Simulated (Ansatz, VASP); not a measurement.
**AlN: VASP beside Ansatz**

Contents of INCAR:

```
SYSTEM = AlN
  ALGO = Normal
  EDIFF = 1E-6
  ENCUT = 520
  ISIF = 2
  ISMEAR = 0
  LASPH = .TRUE.
  LCHARG = .FALSE.
  LREAL = .FALSE.
  LWAVE = .FALSE.
  NBANDS = 16
  NELM = 100
  PREC = Accurate
  SIGMA = 0.05
```

The input KPOINTS:

```
k-points
0
G
  9 9 6
  0 0 0
```

Contents of POSCAR:

```
AlN
1.0
    3.0115238416      0.0000000000      0.0000000000
   -1.5057619208      2.6080561509      0.0000000000
    0.0000000000      0.0000000000      4.8201746025
Al N
2 2
Direct
    0.3429784478      0.6859568955      0.0015212672
    0.6570215522      0.3140431045      0.5015212672
    0.3247266867      0.6494533735      0.3834787328
    0.6752733133      0.3505466265      0.8834787328
```

Input for Ansatz:

```yaml
crystal:
  lattice:
    - [3.0115238416, 0.0, 0.0]
    - [-1.5057619208, 2.6080561509, 0.0]
    - [0.0, 0.0, 4.8201746025]
  atoms:
    - { symbol: Al, position: [0.3429784478, 0.6859568955, 0.0015212672] }
    - { symbol: Al, position: [0.6570215522, 0.3140431045, 0.5015212672] }
    - { symbol: "N", position: [0.3247266867, 0.6494533735, 0.3834787328] }
    - { symbol: "N", position: [0.6752733133, 0.3505466265, 0.8834787328] }
basis:
  ecutwfc: 520.0
kpoints:
  mp_grid: { grid: [9, 9, 6] }
hamiltonian:
  xc: lda
scf:
  occupations: { method: gaussian, width: 0.05 }
output:
  forces: true
  stress: true
  eigenvalues: true
```

Change from the starting cell: mode 5 frozen in at +0.052 Å, equal normal strain along x, y and z -0.0250.

Alike in both runs: task single point; functional LDA; k mesh 9 × 9 × 6; occupations gaussian, width 0.05 eV; no spin polarisation.

|  | VASP | Ansatz |
| --- | --- | --- |
| version | VASP 6.6.1 | Ansatz 0.2.0 |
| potentials or method | VASP PAW LDA potentials, release 64 (Al, N) | scalar-relativistic, plane waves, PAW |
| plane-wave cutoff (eV) | 520 | 520 |
| valence electrons in the cell | 16 | 16 |

|  | VASP | Ansatz | Ansatz less VASP |
| --- | --- | --- | --- |
| gap on the k mesh at the Fermi level (eV) | 4.89 | 4.92 | +0.025 |
| least direct gap on the mesh (eV) | 5.08 | 5.08 | -0.007 |
| pressure (GPa) | 19.4 | 18.5 | -0.91 |
| largest component of the traceless stress (GPa) | 0.89 | 0.84 | -0.050 |
| rms of the force components (eV/Å) | 0.134 | 0.134 | +0.0001 |

Atom by atom the forces differ by 0.001 eV/Å (rms over components).

Caveats: so large a pressure means that the cell lies far from this level's equilibrium, or that cutoff or potentials fall short (VASP); an odd mesh through Γ misses points on the zone boundary, where band edges often lie.
